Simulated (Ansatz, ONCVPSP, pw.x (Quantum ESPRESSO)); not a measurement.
pw.x on sc Pb: one setting changed

Potential: optimised norm-conserving Vanderbilt (ONCV), ONCVPSP 4.0.1, PBE; core [Kr] 4d10 4f14, reference 5s2 5p6 5d10 6s2 6p2; waves: 5s+6s: rc 1.40 bohr, ncon 4, nbas 7, qcut 9 1/bohr, 2 projectors; 5p+6p: rc 1.85 bohr, ncon 4, nbas 9, qcut 7.5 1/bohr, 2 projectors; 5d: rc 2.05 bohr, ncon 4, nbas 9, qcut 8.3 1/bohr, 2 projectors, debl 2.8 Ha; local part: polynomial inside 1.25 bohr (lpopt 2, dvloc0 2.5 Ha); core correction: Teter function, fcfact 1.75, rcfact 1.25.

The reference run (k-mesh 10³, cutoffs 85/340 Ry, Fermi–Dirac 0.01 Ry, mixing_beta 0.4, conv_thr 1e-9, no spin) gives -0.14 GPa at 34.553 Å³/atom, where all-electron LAPW gives -0.11 GPa. This run, with its own iteration cap, changes k-mesh points per axis to 4.

```
&control
  calculation='scf', prefix='x', pseudo_dir='./', outdir='./tmp', tstress=.true., disk_io='none'
/
&system
  ibrav=0, nat=1, ntyp=1, ecutwfc=85, ecutrho=340, nbnd=20,
  occupations='smearing', smearing='fd', degauss=0.01
/
&electrons
  conv_thr=1e-09, mixing_beta=0.4, electron_maxstep=50
/
ATOMIC_SPECIES
Pb 1.0 Pb.UPF
CELL_PARAMETERS angstrom
  3.25708121 0.00000000 0.00000000
  0.00000000 3.25708121 0.00000000
  0.00000000 0.00000000 3.25708121
ATOMIC_POSITIONS crystal
Pb 0.0000 0.0000 0.0000
K_POINTS automatic
4 4 4 0 0 0
```

```bash
pw.x < Pb.scf.in > Pb.scf.out
```

How does the run end?

It converges in 10 iterations; the free energy moves by +164.0 meV/atom and the pressure by +0.36 GPa.

```
Message from routine setup:
     using ibrav=0 with symmetry is DISCOURAGED, use correct ibrav instead
     lattice parameter (alat)  =       6.1550  a.u.
     unit-cell volume          =     233.1752 (a.u.)^3
     number of electrons       =        22.00
     number of Kohn-Sham states=           20
     kinetic-energy cutoff     =      85.0000  Ry
     charge density cutoff     =     340.0000  Ry
     scf convergence threshold =      1.0E-09
     Exchange-correlation= PBE
     number of k points=    10  Fermi-Dirac smearing, width (Ry)=  0.0100
     iteration #  1     ecut=    85.00 Ry     beta= 0.40
     total energy              =    -393.72618332 Ry
     estimated scf accuracy    <       0.00275756 Ry
     iteration #  2     ecut=    85.00 Ry     beta= 0.40
     total energy              =    -393.72646660 Ry
     estimated scf accuracy    <       0.00045933 Ry
     iteration #  3     ecut=    85.00 Ry     beta= 0.40
     total energy              =    -393.72652135 Ry
     estimated scf accuracy    <       0.00008489 Ry
     [... 4 iterations left out ...]
     iteration #  8     ecut=    85.00 Ry     beta= 0.40
     total energy              =    -393.72652647 Ry
     estimated scf accuracy    <          7.1E-09 Ry
     iteration #  9     ecut=    85.00 Ry     beta= 0.40
     total energy              =    -393.72652647 Ry
     estimated scf accuracy    <          1.4E-09 Ry
     iteration # 10     ecut=    85.00 Ry     beta= 0.40
     the Fermi energy is    11.6286 ev
!    total energy              =    -393.72652647 Ry
     estimated scf accuracy    <          5.9E-12 Ry
     smearing contrib. (-TS)   =      -0.00558797 Ry
     The total energy is F=E-TS. E is the sum of the following terms:
     one-electron contribution =    -254.41266898 Ry
     hartree contribution      =     122.59779689 Ry
     xc contribution           =     -38.79414324 Ry
     ewald contribution        =    -223.11192317 Ry
     convergence has been achieved in  10 iterations
          total   stress  (Ry/bohr**3)                   (kbar)     P=        2.23
     Message from routine punch:
     Nothing written, as per user request (disk_io='none')
```

The run took about 4.9 s on one core of a shared host (AMD EPYC 9R45 96-Core Processor, 96 threads, 376 GiB, load 61).
